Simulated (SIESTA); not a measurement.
# KCl (Sylvite) in SIESTA: the effect of functional

The system is KCl (Sylvite).

```xyz
2
Lattice="0.0000 3.1465 3.1465 3.1465 0.0000 3.1465 3.1465 3.1465 0.0000" Properties=species:S:1:pos:R:3 pbc="T T T"
K     0.0000    0.0000    0.0000
Cl    3.1465    3.1465    3.1465
```

Alike in all runs:

| Property | Result |
| --- | --- |
| Program | SIESTA 5.4.2 |
| Task | band structure |
| Basis | DZP (energy shift 0.003 Ry; two zetas on semicore shells; d shell added on K) |
| Grid cutoff | 800 Ry |
| Energy shift | 0.003 Ry |
| k mesh | 7 × 7 × 7 |
| Occupations | fermi-dirac, width 0.05 eV |
| Spin | no spin polarisation |

**Question.** One run gave: gap on the mesh 5.07 eV; pressure -0.5 GPa. Which functional did it use?
A. PBEsol
B. PBE
C. LDA

**Answer.** A.

```csv
functional,potentials or basis,gap on the mesh (eV),pressure (GPa)
PBE,PseudoDojo 0.4 standard (PBE files),5.23,0.7
LDA,PseudoDojo 0.4 standard (LDA files),4.80,-2.0
PBEsol,PseudoDojo 0.4 standard (PBEsol files),5.07,-0.5
```

Caveats: the basis of atomic orbitals isn't converged, which shifts pressures, moduli and gaps.

